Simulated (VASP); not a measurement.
# PbSe (Clausthalite) (Fm-3m) in VASP: notebook

The runs below take PbSe (Clausthalite) through relaxation of the atoms, with PBE+D3(BJ).

All numbers are computed with VASP 6.6.1; they aren't measurements. Logs are shortened: lines on timing, memory, paths and dates and some standing lists are left out, and cuts for length are marked.

**What was measured.**

From a printed reference work, monograph, for a bulk crystal of PbSe at 300 K: band gap 0.28 eV (direct).

The results are compared with them further down.

### Step 1. Starting point

The structure is cubic, space group Fm-3m (No. 225). The conventional cell has a = 6.134 Å, b = 6.134 Å, c = 6.134 Å, α = 90.00°, β = 90.00°, γ = 90.00°. Around Pb (site symmetry m-3m) lie 6 Se at 3.07 Å. Se (site symmetry m-3m) is surrounded by 6 Pb at 3.07 Å.

### Step 2. Relaxation of the atoms, PBE+D3(BJ) (a relaxed cell with its volume scaled by 0.94)

Contents of INCAR:

```
SYSTEM = PbSe
  PREC = Accurate
  ENCUT = 600
  EDIFF = 1E-7
  ISMEAR = 0
  SIGMA = 0.03
  LREAL = .FALSE.
  LASPH = .TRUE.
  NELM = 80
  ALGO = Normal
  ISIF = 2
  LWAVE = .FALSE.
  LCHARG = .FALSE.
  GGA = PE
  IVDW = 12
  IBRION = 2
  NSW = 40
  EDIFFG = -0.01
```

Contents of KPOINTS:

```
Automatic mesh
0
G
  8 8 8
  0 0 0
```

Contents of POSCAR:

```
PbSe                                    
1.0
    0.0000000000      3.0046138129      3.0046138129
    3.0046138129      0.0000000000      3.0046138129
    3.0046138129      3.0046138129      0.0000000000
  Pb              Se            
     1     1
Direct
     0.0000000000000000    0.0000000000000000    0.0000000000000000
     0.5000000000000000    0.5000000000000000    0.5000000000000000
```

Potentials or basis: VASP PAW PBE potentials, release 64 (Pb_d, Se).

Run with:

```console
> cat potpaw_PBE.64/Pb_d/POTCAR potpaw_PBE.64/Se/POTCAR > POTCAR
> mpirun -np 1 vasp_std > vasp.out
```

OUTCAR:

```text
SYSTEM = PbSe
   PREC = Accurate
   ENCUT = 600
   EDIFF = 1E-7
   ISMEAR = 0
   LREAL = .FALSE.
   LASPH = .TRUE.
   NELM = 80
   ISIF = 2
   GGA = PE
   IVDW = 12
   IBRION = 2
   NSW = 40
   EDIFFG = -0.01
 IVDW          = 12

 ion  position               nearest neighbor table
   1  0.000  0.000  0.000-   2 3.00   2 3.00   2 3.00   2 3.00   2 3.00   2 3.00
   2  0.500  0.500  0.500-   1 3.00   1 3.00   1 3.00   1 3.00   1 3.00   1 3.00

  LATTYP: Found a face centered cubic cell.
 ALAT       =     6.0092276258

  Lattice vectors:

 A1 = (   0.0000000000,   3.0046138129,   3.0046138129)
 A2 = (   3.0046138129,   0.0000000000,   3.0046138129)
 A3 = (   3.0046138129,   3.0046138129,   0.0000000000)

Analysis of symmetry for initial positions (statically):
=====================================================================
 Subroutine PRICEL returns:
 Original cell was already a primitive cell.

 Routine SETGRP: Setting up the symmetry group for a
 face centered cubic supercell.

 Subroutine GETGRP returns: Found 48 space group operations
 (whereof 48 operations were pure point group operations)
 out of a pool of 48 trial point group operations.

The static configuration has the point symmetry O_h .

Analysis of symmetry for dynamics (positions and initial velocities):
=====================================================================
 Subroutine PRICEL returns:
 Original cell was already a primitive cell.

 Routine SETGRP: Setting up the symmetry group for a
 face centered cubic supercell.

 Subroutine GETGRP returns: Found 48 space group operations
 (whereof 48 operations were pure point group operations)
 out of a pool of 48 trial point group operations.

The dynamic configuration has the point symmetry O_h .

 Subroutine INISYM returns: Found 48 space group operations
 (whereof 48 operations are pure point group operations),
 and found     1 'primitive' translations

----------------------------------------------------------------------------------------

                                     Primitive cell

  volume of cell :      54.2495

  direct lattice vectors                    reciprocal lattice vectors
     0.000000000  3.004613813  3.004613813    -0.166410737  0.166410737  0.166410737
     3.004613813  0.000000000  3.004613813     0.166410737 -0.166410737  0.166410737
     3.004613813  3.004613813  0.000000000     0.166410737  0.166410737 -0.166410737

  length of vectors
     4.249165604  4.249165604  4.249165604     0.288231852  0.288231852  0.288231852

[... 95 lines left out ...]
   ISMEAR =     0;   SIGMA  =   0.03  broadening in eV -4-tet -1-fermi 0-gaus
   EFERMI_NEDOS =   21; number of points for ismear=-14 and -15
   IALGO  =     38    algorithm
   IMIX   =      4    mixing-type and parameters
     AMIX     =   0.40;   BMIX     =  1.00
     AMIX_MAG =   1.60;   BMIX_MAG =  1.00
  volume/ion in A,a.u.               =      27.12       183.05
  Fermi-wavevector in a.u.,A,eV,Ry     =   1.173869  2.218290 18.748388  1.377968
  Thomas-Fermi vector in A             =   2.310275
   LORBIT       =      0    0 simple, 1 ext, 2 COOP (PROOUT), +10 PAW based schemes
   GGA     = PE    functional components
   LHFCALC =     F    Hartree Fock is set to
   AEXX    =    0.0000 exact exchange contribution
   IVDW    =    12    specifies the selected vdW correction
   LEPSILON=     F    determine dielectric tensor
   LRPA    =     F    only Hartree local field effects (RPA)
 conjugate gradient relaxation of ions
 non-spin polarized calculation
 Gauss-broadening in eV      SIGMA  =   0.03
  energy-cutoff  :      600.00
  volume of cell :       54.25
 maximum number of plane-waves:      1837
 NGX is ok and might be reduce to    36
   NGX = 17   NGY = 17   NGZ = 17

 number of electron      19.9999999 magnetization

 Free energy of the ion-electron system (eV)
  ---------------------------------------------------
  ext. energy  EPLUGINS =         0.00000000
  ---------------------------------------------------
  free energy    TOTEN  =        -8.09812479 eV

  energy without entropy =       -8.09809786  energy(sigma->0) =       -8.09811133

 E-fermi :   5.8805     XC(G=0):  -9.7890

 val. band max:        5.8351168962   @ k =   0.5000   0.0000   0.0000
 cond. band min:       5.9258071765   @ k =   0.5000   0.0000   0.0000
 fundamental gap:      0.0906902803
 Fermi energy:         5.8804620360

 k-point     1 :       0.0000    0.0000    0.0000
  band No.  band energies     occupation
      1     -11.1625      2.00000
      2     -11.1625      2.00000
      3     -11.1625      2.00000
      4     -11.1614      2.00000
      5     -11.1614      2.00000
      6      -8.3076      2.00000
      7      -0.4334      2.00000
      8       3.6378      2.00000
      9       3.6378      2.00000
     10       3.6378      2.00000
     11      10.6108      0.00000
     12      10.6108      0.00000
     13      10.6108      0.00000
     14      12.1655      0.00000
[... 377 lines left out ...]
      1     -11.2382      2.00000
      2     -11.1776      2.00000
      3     -11.1501      2.00000
      4     -11.1372      2.00000
      5     -11.1182      2.00000
      6      -6.8666      2.00000
      7      -2.9960      2.00000
      8       2.1784      2.00000
      9       2.6012      2.00000
     10       4.8568      2.00000
     11       7.0711      0.00000
     12       9.2227      0.00000
     13       9.9730      0.00000
     14      13.3711      0.00000

 [... further k-points ...]

------------------------ aborting loop because EDIFF is reached ----------------------------------------

 Edisp (eV)   -0.77961

 E8    (eV) :    -0.3635

  FORCE on cell =-STRESS in cart. coord.  units (eV):
  Direction    XX          YY          ZZ          XY          YZ          ZX
  --------------------------------------------------------------------------------------
  -------------------------------------------------------------------------------------
  Total       1.23848     1.23848     1.23848     0.00000    -0.00000    -0.00000
  in kB      36.57674    36.57674    36.57674     0.00000    -0.00000    -0.00000
  external pressure =       36.58 kB  Pullay stress =        0.00 kB

 VOLUME and BASIS-vectors are now :
 -----------------------------------------------------------------------------
  energy-cutoff  :      600.00
  volume of cell :       54.25
      direct lattice vectors                 reciprocal lattice vectors
     0.000000000  3.004613813  3.004613813    -0.166410737  0.166410737  0.166410737
     3.004613813  0.000000000  3.004613813     0.166410737 -0.166410737  0.166410737
     3.004613813  3.004613813  0.000000000     0.166410737  0.166410737 -0.166410737

 POSITION                                       TOTAL-FORCE (eV/Angst)
 -----------------------------------------------------------------------------------
      0.00000      0.00000      0.00000         0.000000     -0.000000      0.000000
      3.00461      3.00461      3.00461        -0.000000      0.000000     -0.000000
 -----------------------------------------------------------------------------------
    total drift:                               -0.000000      0.000000      0.000000

  FREE ENERGIE OF THE ION-ELECTRON SYSTEM (eV)
  ---------------------------------------------------
  free  energy   TOTEN  =        -8.8777341256 eV

  energy  without entropy=       -8.8777072005  energy(sigma->0) =       -8.87772066

 reached required accuracy - stopping structural energy minimisation
```

CONTCAR:

```text
PbSe
   1.00000000000000
     0.0000000000000000    3.0046138129000002    3.0046138129000002
     3.0046138129000002    0.0000000000000000    3.0046138129000002
     3.0046138129000002    3.0046138129000002    0.0000000000000000
  Pb              Se
     1     1
Direct
     0.0000000000000000    0.0000000000000000    0.0000000000000000
     0.5000000000000000    0.5000000000000000    0.5000000000000000

  0.00000000E+00  0.00000000E+00  0.00000000E+00
  0.00000000E+00  0.00000000E+00  0.00000000E+00
```

It took 14 s on 1 thread of Intel Xeon 6975P-C (Granite Rapids), shared host; peak memory 0.22 GiB.

Results:

```yaml
Free_energy: -8.8777 eV
Pressure_after_relaxing: 3.7 GPa
Band_gap_on_the_k_mesh: 0.09 eV, direct
Dispersion_energy_per_atom: -0.390 eV
```

Final structure:
```cif
data_structure
_symmetry_space_group_name_H-M 'P 1'
_symmetry_Int_Tables_number 1
_cell_length_a 4.2492
_cell_length_b 4.2492
_cell_length_c 4.2492
_cell_angle_alpha 60.000
_cell_angle_beta 60.000
_cell_angle_gamma 60.000
_cell_volume 54.25
loop_
_atom_site_label
_atom_site_type_symbol
_atom_site_fract_x
_atom_site_fract_y
_atom_site_fract_z
_atom_site_occupancy
Pb1 Pb 0.00000 0.00000 0.00000 1
Se1 Se 0.50000 0.50000 0.50000 1
```

Caveat: the relaxation stopped at its first step, so nothing moved; spin-orbit coupling is left out, which as a rule narrows the gap of such compounds by several tenths of an eV.

### Step 3. Relaxation of the atoms, PBE+D3(BJ) (a relaxed cell with its volume scaled by 0.96)

INCAR is that of step 2.

KPOINTS is that of step 2.

Contents of POSCAR:

```
PbSe                                    
1.0
    0.0000000000      3.0257737623      3.0257737623
    3.0257737623      0.0000000000      3.0257737623
    3.0257737623      3.0257737623      0.0000000000
  Pb              Se            
     1     1
Direct
     0.0000000000000000    0.0000000000000000    0.0000000000000000
     0.5000000000000000    0.5000000000000000    0.5000000000000000
```

Potentials or basis: VASP PAW PBE potentials, release 64 (Pb_d, Se).

Run with:

```console
> cat potpaw_PBE.64/Pb_d/POTCAR potpaw_PBE.64/Se/POTCAR > POTCAR
> mpirun -np 1 vasp_std > vasp.out
```

It took 13 s on 1 thread of Intel Xeon 6975P-C (Granite Rapids), shared host; peak memory 0.22 GiB.

It converged, with:

| Property | Result |
| --- | --- |
| Free energy | -8.8992 eV |
| Pressure after relaxing | 2.3 GPa |
| Band gap on the k mesh | 0.17 eV, direct |
| Dispersion energy per atom | -0.381 eV |

Final structure:
```
Pb Se
1.0
     0.00000    3.02577    3.02577
     3.02577    0.00000    3.02577
     3.02577    3.02577    0.00000
Pb Se
1 1
Direct
  0.00000 0.00000 0.00000
  0.50000 0.50000 0.50000
```

Levels at points of the mesh, in eV from the valence-band top:
```
           k point  band 7  band 8  band 9  band 10  band 11  band 12  band 13  band 14
(0.00, 0.00, 0.00)   -6.28   -2.07   -2.07    -2.07     4.75     4.75     4.75     6.40
(0.50, 0.00, 0.00)   -9.04   -1.64   -1.64     0.00     0.17     1.59     1.59     8.56
(0.50, 0.50, 0.00)   -7.48   -5.31   -3.49    -3.49     3.51     5.71     5.71     6.16
```

Caveat: the relaxation stopped at its first step, so nothing moved; spin-orbit coupling is left out, which as a rule narrows the gap of such compounds by several tenths of an eV. A k mesh can miss the band edges.

### Step 4. Relaxation of the atoms, PBE+D3(BJ) (a relaxed cell with its volume scaled by 0.98)

INCAR is that of step 3.

KPOINTS is that of step 3.

Contents of POSCAR:

```
PbSe                                    
1.0
    0.0000000000      3.0466418270      3.0466418270
    3.0466418270      0.0000000000      3.0466418270
    3.0466418270      3.0466418270      0.0000000000
  Pb              Se            
     1     1
Direct
     0.0000000000000000    0.0000000000000000    0.0000000000000000
     0.5000000000000000    0.5000000000000000    0.5000000000000000
```

Run with:

```console
> cat potpaw_PBE.64/Pb_d/POTCAR potpaw_PBE.64/Se/POTCAR > POTCAR
> mpirun -np 1 vasp_std > vasp.out
```

Run time: 12 s. Hardware: 1 thread of Intel Xeon 6975P-C (Granite Rapids), shared host; peak memory 0.22 GiB.

It converged, with:

* Free energy: -8.9115 eV
* Pressure after relaxing: 1.1 GPa
* Band gap on the k mesh: 0.24 eV, direct
* Dispersion energy per atom: -0.374 eV

Final structure:
```
Pb Se
1.0
     0.00000    3.04664    3.04664
     3.04664    0.00000    3.04664
     3.04664    3.04664    0.00000
Pb Se
1 1
Direct
  0.00000 0.00000 0.00000
  0.50000 0.50000 0.50000
```

Levels at points of the mesh, in eV from the valence-band top:
| k point | band 8 | band 9 | band 10 | band 11 | band 12 | band 13 |
| --- | --- | --- | --- | --- | --- | --- |
| (0.00, 0.00, 0.00) | -1.96 | -1.96 | -1.96 | 4.73 | 4.73 | 4.73 |
| (0.50, 0.00, 0.00) | -1.54 | -1.54 | 0.00 | 0.24 | 1.65 | 1.65 |
| (0.50, 0.50, 0.00) | -5.11 | -3.34 | -3.34 | 3.62 | 5.65 | 5.65 |

Caveat: the relaxation stopped at its first step, so nothing moved; spin-orbit coupling is left out, which as a rule narrows the gap of such compounds by several tenths of an eV. A k mesh can miss the band edges.

### Step 5. Relaxation of the atoms, PBE+D3(BJ)

INCAR is that of step 4.

KPOINTS is that of step 4.

Contents of POSCAR:

```
PbSe                                    
1.0
    0.0000000000      3.0672278692      3.0672278692
    3.0672278692      0.0000000000      3.0672278692
    3.0672278692      3.0672278692      0.0000000000
  Pb              Se            
     1     1
Direct
     0.0000000000000000    0.0000000000000000    0.0000000000000000
     0.5000000000000000    0.5000000000000000    0.5000000000000000
```

Run with:

```console
> cat potpaw_PBE.64/Pb_d/POTCAR potpaw_PBE.64/Se/POTCAR > POTCAR
> mpirun -np 1 vasp_std > vasp.out
```

It took 12 s on 1 thread of Intel Xeon 6975P-C (Granite Rapids), shared host; peak memory 0.22 GiB.

It converged, with:

```
Free energy                : -8.9154 eV
Pressure after relaxing    : 0.0 GPa
Band gap on the k mesh     : 0.31 eV, direct
Dispersion energy per atom : -0.366 eV
```

Final structure:
```
CELL_PARAMETERS angstrom
0.00000 3.06723 3.06723
3.06723 0.00000 3.06723
3.06723 3.06723 0.00000
ATOMIC_POSITIONS crystal
Pb 0.00000 0.00000 0.00000
Se 0.50000 0.50000 0.50000
```

Levels at points of the mesh, in eV from the valence-band top:
| k point | band 7 | band 8 | band 9 | band 10 | band 11 | band 12 | band 13 | band 14 |
| --- | --- | --- | --- | --- | --- | --- | --- | --- |
| (0.00, 0.00, 0.00) | -6.31 | -1.84 | -1.84 | -1.84 | 4.70 | 4.70 | 4.70 | 6.53 |
| (0.50, 0.00, 0.00) | -8.76 | -1.44 | -1.44 | 0.00 | 0.31 | 1.72 | 1.72 | 8.55 |
| (0.50, 0.50, 0.00) | -7.37 | -4.93 | -3.19 | -3.19 | 3.73 | 5.59 | 5.59 | 6.03 |

Caveat: the relaxation stopped at its first step, so nothing moved; spin-orbit coupling is left out, which as a rule narrows the gap of such compounds by several tenths of an eV.

### Step 6. The runs side by side

| cell | gap on the mesh (eV) | pressure (GPa) |
| --- | --- | --- |
| atoms relaxed from: a relaxed cell with its volume scaled by 0.94 | 0.09 | 3.7 |
| atoms relaxed from: a relaxed cell with its volume scaled by 0.96 | 0.17 | 2.3 |
| atoms relaxed from: a relaxed cell with its volume scaled by 0.98 | 0.24 | 1.1 |
| atoms relaxed | 0.31 | 0.0 |

Alike in all rows: task relaxation of the atoms; level PBE+D3(BJ); potentials or basis VASP PAW PBE potentials, release 64 (Pb_d, Se); no spin polarisation; k mesh 8 × 8 × 8; cutoff (eV) 600; smearing gaussian 0.03 eV.

Caveats: the relaxation stopped at its first step, so nothing moved; spin-orbit coupling is left out, which as a rule narrows the gap of such compounds by several tenths of an eV.

Total energies depend on the potentials used, so only differences within one code and one set of settings carry meaning.

### Step 7. Comparison with measurements

Step 5. A measured gap of PbSe is 0.28 eV (direct; 300 K; a printed reference work, monograph); the calculated 0.31 eV misses it by +0.03 eV. 2 values of this kind are on record (0.15 to 0.28 eV); this one was drawn at random. Spin-orbit coupling on Pb, Se is left out. The value is that of PBE+D3(BJ) on a finite k mesh, which can miss the band edges, without temperature or zero-point motion.
